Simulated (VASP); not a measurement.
# Si (Imma) in VASP: a series of runs

One crystal, Si, is run at these levels: PBE, HSE06, PBE0; tasks: band structure.

Program: VASP 6.6.1. These are calculated values, not measurements. Logs are shortened: lines on timing, memory, paths and dates and some standing lists are left out, and cuts for length are marked.

## (1) The structure

The structure is orthorhombic, space group Imma (No. 74). Conventional cell: a = 3.849 Å, b = 3.901 Å, c = 5.444 Å, α = 90.00°, β = 90.00°, γ = 90.00°. Si (site symmetry mm2) has 4 Si at 2.36 to 2.38 Å as nearest neighbours.

## (2) Band structure, PBE

Contents of INCAR:

```
SYSTEM = Si
ALGO     = Normal         ! electronic algorithm
EDIFF    = 1E-6           ! SCF threshold, eV
ENCUT    = 520            ! plane-wave cutoff, eV
GGA      = PE             ! functional
ISIF     = 2              ! what is computed and relaxed
ISMEAR   = 0              ! smearing method
KPAR     = 4            
LASPH    = .TRUE.         ! aspherical terms in the spheres
LCHARG   = .FALSE.        ! write CHGCAR
LREAL    = .FALSE.        ! projectors in reciprocal space
LWAVE    = .FALSE.        ! write WAVECAR
NBANDS   = 16             ! bands
NELM     = 100            ! most SCF steps
PREC     = Accurate       ! precision mode
SIGMA    = 0.02           ! smearing width, eV
```

Contents of KPOINTS:

```
k-points
0
G
  6 5 6
  0 0 0
```

Contents of POSCAR:

```
Si                                      
1.0
    3.8492788677      0.0000000000      0.0000000000
    0.0000000000      5.4437023800      0.0000000000
    0.0000000000      0.0000000000      3.9012442447
  Si            
     4
Direct
     1.0000000000000000    0.0000000000000000    0.0000000000000000
     0.5000000000000000    0.5000000000000000    0.5000000000000000
     0.0000000000000000    0.2500000000000000    0.5000000000000000
     0.5000000000000000    0.7500000000000000    0.0000000000000000
```

Contents of KPOINTS_OPT:

```
path GXMGZRAZ,XR,MA
15
line-mode
reciprocal
 0.0000000000  0.0000000000  0.0000000000  G
 0.0000000000  0.0000000000 -0.5000000000  X

 0.0000000000  0.0000000000 -0.5000000000  X
-0.5000000000  0.0000000000 -0.5000000000  M

-0.5000000000  0.0000000000 -0.5000000000  M
 0.0000000000  0.0000000000  0.0000000000  G

 0.0000000000  0.0000000000  0.0000000000  G
 0.0000000000 -0.5000000000  0.0000000000  Z

 0.0000000000 -0.5000000000  0.0000000000  Z
 0.0000000000 -0.5000000000 -0.5000000000  R

 0.0000000000 -0.5000000000 -0.5000000000  R
-0.5000000000 -0.5000000000 -0.5000000000  A

-0.5000000000 -0.5000000000 -0.5000000000  A
 0.0000000000 -0.5000000000  0.0000000000  Z

 0.0000000000  0.0000000000 -0.5000000000  X
 0.0000000000 -0.5000000000 -0.5000000000  R

-0.5000000000  0.0000000000 -0.5000000000  M
-0.5000000000 -0.5000000000 -0.5000000000  A
```

Potentials or basis: VASP PAW PBE potentials, release 64 (Si).

On the command line:

```sh
$ cat potpaw_PBE.64/Si/POTCAR > POTCAR
$ mpirun -np 4 vasp_std > vasp.out
```

OUTCAR:

```text
SYSTEM = Si
   EDIFF = 1E-6
   ENCUT = 520
   GGA = PE
   ISIF = 2
   ISMEAR = 0
   LASPH = .TRUE.
   LREAL = .FALSE.
   NELM = 100
   PREC = Accurate

 ion  position               nearest neighbor table
   1  0.000  0.000  0.000-   4 2.36   4 2.36   3 2.38   3 2.38
   2  0.500  0.500  0.500-   3 2.36   3 2.36   4 2.38   4 2.38
   3  0.000  0.250  0.500-   2 2.36   2 2.36   1 2.38   1 2.38
   4  0.500  0.750  0.000-   1 2.36   1 2.36   2 2.38   2 2.38

  LATTYP: Found a simple orthorhombic cell.
 ALAT       =     3.8492788677
 B/A-ratio  =     1.0135000292
 C/A-ratio  =     1.4142135624

  Lattice vectors:

 A1 = (  -3.8492788677,   0.0000000000,   0.0000000000)
 A2 = (   0.0000000000,   0.0000000000,   3.9012442447)
 A3 = (   0.0000000000,   5.4437023800,   0.0000000000)

Analysis of symmetry for initial positions (statically):
=====================================================================
 Subroutine PRICEL returns following result:

  LATTYP: Found a body centered orthorhombic cell.
 ALAT       =     3.8492788677
 B/A-ratio  =     1.0135000292
 C/A-ratio  =     1.4142135624

  Lattice vectors:

 A1 = (   1.9246394338,   2.7218511900,   1.9506221223)
 A2 = (  -1.9246394339,   2.7218511900,  -1.9506221223)
 A3 = (  -1.9246394339,  -2.7218511900,   1.9506221224)

   2 primitive cells build up your supercell.

 Routine SETGRP: Setting up the symmetry group for a
 simple orthorhombic supercell.

 Subroutine GETGRP returns: Found  8 space group operations
 (whereof  4 operations were pure point group operations)
 out of a pool of  8 trial point group operations.

The static configuration has the point symmetry C_2v.
 The point group associated with its full space group is D_2h.

Analysis of symmetry for dynamics (positions and initial velocities):
=====================================================================
 Subroutine PRICEL returns following result:

  LATTYP: Found a body centered orthorhombic cell.
 ALAT       =     3.8492788677
 B/A-ratio  =     1.0135000292
 C/A-ratio  =     1.4142135624

  Lattice vectors:

 A1 = (   1.9246394338,   2.7218511900,   1.9506221223)
 A2 = (  -1.9246394339,   2.7218511900,  -1.9506221223)
 A3 = (  -1.9246394339,  -2.7218511900,   1.9506221224)

   2 primitive cells build up your supercell.

 Routine SETGRP: Setting up the symmetry group for a
 simple orthorhombic supercell.

 Subroutine GETGRP returns: Found  8 space group operations
 (whereof  4 operations were pure point group operations)
 out of a pool of  8 trial point group operations.

The dynamic configuration has the point symmetry C_2v.
 The point group associated with its full space group is D_2h.

 Subroutine INISYM returns: Found  8 space group operations
 (whereof  4 operations are pure point group operations),
 and found     2 'primitive' translations

----------------------------------------------------------------------------------------

                                     Primitive cell

  volume of cell :      40.8740

  direct lattice vectors                    reciprocal lattice vectors
     1.924639434  2.721851190  1.950622122     0.000000000  0.183698507  0.256328478
    -1.924639434  2.721851190 -1.950622122    -0.259788920  0.183698507 -0.000000000
    -1.924639434 -2.721851190  1.950622122    -0.259788920 -0.000000000  0.256328478

  length of vectors
     3.862335759  3.862335759  3.862335759     0.315356037  0.318175147  0.364958315

  position of ions in fractional coordinates (direct lattice)
     0.000000000  0.000000000  0.000000000
     0.750000000  0.250000000  0.500000000

  ion indices of the primitive-cell ions
   primitive index   ion index
                 1           1
                 2           3

----------------------------------------------------------------------------------------

 KPOINTS: k-points

Automatic generation of k-mesh.
 Grid dimensions read from file:
 generate k-points for:    6    5    6

 Generating k-lattice:

  Cartesian coordinates                     Fractional coordinates (reciprocal lattice)
[... 45 lines left out ...]
  volume of cell :       81.75
 maximum number of plane-waves:      2216
 NGX is ok and might be reduce to    30
   NGX = 15   NGY = 21   NGZ = 15

 number of electron      15.9999999 magnetization

 Free energy of the ion-electron system (eV)
  ---------------------------------------------------
  ext. energy  EPLUGINS =         0.00000000
  ---------------------------------------------------
  free energy    TOTEN  =       -21.67923933 eV

  energy without entropy =      -21.67923933  energy(sigma->0) =      -21.67923933

 E-fermi :   5.8005     XC(G=0):  -9.3273

 val. band max:        5.6515438290   @ k =   0.0000   0.0000   0.0000
 cond. band min:       6.1932683403   @ k =   0.0000   0.2000   0.0000
 fundamental gap:      0.5417245113
 Fermi energy:         5.8005123432

 k-point     1 :       0.0000    0.0000    0.0000
  band No.  band energies     occupation
      1      -6.1958      2.00000
      2      -2.1572      2.00000
      3      -2.0438      2.00000
      4       2.7260      2.00000
      5       2.8622      2.00000
      6       5.5941      2.00000
[... 8 lines left out ...]
     15      13.2725      0.00000
     16      13.3905      0.00000

 k-point     2 :       0.1667    0.0000    0.0000
  band No.  band energies     occupation
      1      -5.9547      2.00000
      2      -2.1880      2.00000
      3      -1.8957      2.00000
      4       1.8790      2.00000
      5       2.9192      2.00000
      6       4.0423      2.00000
[... 8 lines left out ...]
     15      12.3642      0.00000
     16      13.1829      0.00000

 k-point     3 :       0.3333    0.0000    0.0000
  band No.  band energies     occupation
      1      -5.2494      2.00000
      2      -2.9350      2.00000
      3      -1.1155      2.00000
      4       1.3260      2.00000
      5       1.9242      2.00000
      6       3.3169      2.00000
[... 8 lines left out ...]
     15      11.6462      0.00000
     16      11.9856      0.00000
[... 362 lines left out ...]
 k-point    23 :       0.3333    0.4000    0.1667
  band No.  band energies     occupation
      1      -4.4231      2.00000
      2      -3.7566      2.00000
      3      -0.6684      2.00000
      4       0.1008      2.00000
      5       2.2599      2.00000
      6       2.9527      2.00000
[... 8 lines left out ...]
     15      11.7827      0.00000
     16      12.5346      0.00000

 k-point    24 :       0.5000    0.4000    0.1667
  band No.  band energies     occupation
      1      -3.6719      2.00000
      2      -3.6719      2.00000
      3      -1.0748      2.00000
      4      -1.0748      2.00000
      5       2.9709      2.00000
      6       2.9709      2.00000
[... 8 lines left out ...]
     15      12.6600      0.00000
     16      12.6600      0.00000

 [... further k-points ...]

------------------------ aborting loop because EDIFF is reached ----------------------------------------

  FORCE on cell =-STRESS in cart. coord.  units (eV):
  Direction    XX          YY          ZZ          XY          YZ          ZX
  --------------------------------------------------------------------------------------
  -------------------------------------------------------------------------------------
  Total        0.6484491      0.1624576     -0.7182018      0.0000000      0.0000000      0.0000000
  in kB       12.7089471      3.1840056    -14.0760299      0.0000000      0.0000000      0.0000000
  external PRESSURE =       0.6056409 kB  Pullay stress =       0.0000000 kB

 VOLUME and BASIS-vectors are now :
 -----------------------------------------------------------------------------
  energy-cutoff  :      520.00
  volume of cell :       81.75
      direct lattice vectors                 reciprocal lattice vectors
     3.849278868  0.000000000  0.000000000     0.259788920  0.000000000  0.000000000
     0.000000000  5.443702380  0.000000000     0.000000000  0.183698507  0.000000000
     0.000000000  0.000000000  3.901244245     0.000000000  0.000000000  0.256328478

 POSITION                                       TOTAL-FORCE (eV/Angst)
 -----------------------------------------------------------------------------------
      0.00000      0.00000      0.00000        -0.000000      0.121630      0.000000
      1.92464      2.72185      1.95062         0.000000      0.121630     -0.000000
      0.00000      1.36093      1.95062         0.000000     -0.121630      0.000000
      1.92464      4.08278      0.00000         0.000000     -0.121630     -0.000000
 -----------------------------------------------------------------------------------
    total drift:                                0.000000      0.000000      0.000000

  FREE ENERGIE OF THE ION-ELECTRON SYSTEM (eV)
  ---------------------------------------------------
  free  energy   TOTEN  =       -21.6792393251 eV

  energy  without entropy=      -21.6792393251  energy(sigma->0) =      -21.67923933
```

Wall time 13 s (4 MPI ranks of Intel Xeon 6975P-C (Granite Rapids), shared host); peak memory 0.22 GiB.

What came out:

- Free energy: -21.6792 eV
- Pressure: 0.1 GPa
- Largest force: 0.122 eV/Å
- Band gap on the k mesh: 0.54 eV
- Band gap along the path: 0.53 eV

Forces in eV/Å, atoms in the order of the input:
```
Si   0.000  0.122  0.000
Si   0.000  0.122  0.000
Si   0.000 -0.122  0.000
Si   0.000 -0.122  0.000
```

Stress tensor (GPa, compression positive):
```
 1.27  0.00  0.00
 0.00  0.32  0.00
 0.00  0.00 -1.41
```

Levels at the corners of the path, in eV from the valence-band top:
```tsv
point	band 4	band 5	band 6	band 7	band 8	band 9	band 10	band 11	band 12	band 13
Γ	-2.93	-2.79	-0.06	-0.03	0.00	0.61	0.76	2.44	2.48	2.64
X	-5.43	-3.69	-3.69	-1.34	-1.34	2.41	2.41	4.79	4.79	5.13
X	-5.43	-3.69	-3.69	-1.34	-1.34	2.41	2.41	4.79	4.79	5.13
M	-7.79	-2.81	-2.81	-2.81	-2.81	0.74	0.74	0.74	0.74	9.89
M	-7.79	-2.81	-2.81	-2.81	-2.81	0.74	0.74	0.74	0.74	9.89
Γ	-2.93	-2.79	-0.06	-0.03	0.00	0.61	0.76	2.44	2.48	2.64
Γ	-2.93	-2.79	-0.06	-0.03	0.00	0.61	0.76	2.44	2.48	2.64
Z	-3.52	-1.96	-1.96	-1.85	-1.85	1.09	1.09	3.11	3.11	5.64
Z	-3.52	-1.96	-1.96	-1.85	-1.85	1.09	1.09	3.11	3.11	5.64
R	-6.89	-1.21	-1.21	-1.14	-1.14	1.50	1.50	3.31	3.31	3.37
R	-6.89	-1.21	-1.21	-1.14	-1.14	1.50	1.50	3.31	3.31	3.37
A	-7.63	-3.79	-3.79	-3.79	-3.79	4.29	4.29	4.29	4.29	4.96
A	-7.63	-3.79	-3.79	-3.79	-3.79	4.29	4.29	4.29	4.29	4.96
Z	-3.52	-1.96	-1.96	-1.85	-1.85	1.09	1.09	3.11	3.11	5.64
X	-5.43	-3.69	-3.69	-1.34	-1.34	2.41	2.41	4.79	4.79	5.13
R	-6.89	-1.21	-1.21	-1.14	-1.14	1.50	1.50	3.31	3.31	3.37
M	-7.79	-2.81	-2.81	-2.81	-2.81	0.74	0.74	0.74	0.74	9.89
A	-7.63	-3.79	-3.79	-3.79	-3.79	4.29	4.29	4.29	4.29	4.96
```

[end of part 1 of 2]
